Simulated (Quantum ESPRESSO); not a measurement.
## Pb under changes of volume

One of the cells (40.672 Å³/atom); the others are scaled copies at fixed shape and fractional positions:

```xyz
2
Lattice="0.0000 3.4390 3.4390 3.4390 0.0000 3.4390 3.4390 3.4390 0.0000" Properties=species:S:1:pos:R:3 pbc="T T T"
Pb    1.7195    1.7195    1.7195
Pb    0.0000    0.0000    0.0000
```

This isn't the form of Pb at room conditions, which is fcc.

* Program: Quantum ESPRESSO 7.5
* Functional: LDA
* Potentials or basis: GBRV 1.5 LDA
* Cutoff: 612 eV
* Density cutoff: 4898 eV
* k mesh: 7 × 7 × 7
* Occupations: fermi-dirac, width 0.05 eV
* Spin: no spin polarisation

```csv
volume (Å³/atom),energy over the lowest point (meV/atom),pressure (GPa)
38.232,5.74,1.3
39.045,0.92,0.5
39.859,0.00,-0.3
40.672,2.51,-0.9
41.486,?,?
42.299,16.37,-2.0
43.112,27.08,-2.4
```

What does the run at 41.486 Å³/atom give?

Energy over the lowest point 8.10 meV/atom; pressure -1.5 GPa.

Worked out: A Birch-Murnaghan fit of order 3 (a polynomial in V^(-2/3)) to the other rows has its minimum at 39.66 Å³/atom with B0 = V·E''(V) = 34 GPa and B' = 4.8. It gives 8.09 meV/atom at 41.486 Å³/atom, against the run's 8.10, and -dE/dV = -1.4 GPa, against -1.5.

Energies are extrapolated to zero smearing.
